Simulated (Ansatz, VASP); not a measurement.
One calculation of ZnS, two programs

Contents of INCAR:

```
PREC = Accurate ; ENCUT = 520
EDIFF = 1E-6 ; ISMEAR = -1
SIGMA = 0.01 ; LREAL = F
LASPH = T ; NELM = 60
ALGO = Normal ; ISIF = 2
LWAVE = F ; LCHARG = F
GGA = PS ; NBANDS = 16
```

Contents of KPOINTS:

```
Automatic mesh
0
Gamma
  8 8 8
```

File POSCAR:

```
ZnS
1.0
    0.0000000000      2.7046500000      2.7046500000
    2.7046500000      0.0000000000      2.7046500000
    2.7046500000      2.7046500000      0.0000000000
Zn S
1 1
Direct
    0.0000000000      0.0000000000      0.0000000000
    0.7500000000      0.7500000000      0.7500000000
```

Input for Ansatz:

```yaml
crystal:
  lattice:
    - [0.0, 2.70465, 2.70465]
    - [2.70465, 0.0, 2.70465]
    - [2.70465, 2.70465, 0.0]
  atoms:
    - { symbol: Zn, position: [0.0, 0.0, 0.0] }
    - { symbol: S, position: [0.75, 0.75, 0.75] }
kpoints:
  mp_grid: { grid: [8, 8, 8] }
  band_path:
    path:
      - [0.0, 0.0, 0.0]
      - [-0.5, -0.5, 0.0]
      - [-0.375, -0.375, 0.25]
      - [-0.375, 0.0, 0.375]
      - [0.0, 0.0, 0.0]
      - [0.0, 0.0, 0.5]
      - [-0.5, -0.25, 0.25]
      - [-0.5, -0.5, 0.0]
    npoints: 14
scf:
  occupations: { method: fermi_dirac, width: 0.01 }
hamiltonian:
  xc: pbesol
  pseudopotentials: { kind: all_electron, lapw: { basis_error: 0.00025 } }
output:
  forces: true
  stress: true
  eigenvalues: true
  fatbands: true
  populations: true
  dos: { projected: true, de: 0.2, e_range: [-14, 8] }
```

Alike in both runs: task single point; functional PBEsol; k mesh 8 × 8 × 8; occupations fermi-dirac, width 0.01 eV; no spin polarisation.

|  | VASP | Ansatz |
| --- | --- | --- |
| version | VASP 6.6.1 | Ansatz 0.2.0 |
| potentials or method | VASP PAW PBE potentials, release 64 (Zn, S) | all-electron LAPW, scalar-relativistic |
| plane-wave cutoff (eV) | 520 | see its input |

Ansatz gave:

* gap on the k mesh at the Fermi level (eV): 1.96
* pressure (GPa): -2.2

Problem. Which values does VASP return?

Solution. gap on the k mesh at the Fermi level (eV): 1.96; pressure (GPa): -2.0.

Ansatz ran all-electron here, so the differences hold the error of VASP's frozen core and of both bases.

Caveats: the PAW data sets were made with another functional, which shifts forces and pressure a little (VASP). A hybrid or GW would open this gap; PBEsol tends to underestimate it.
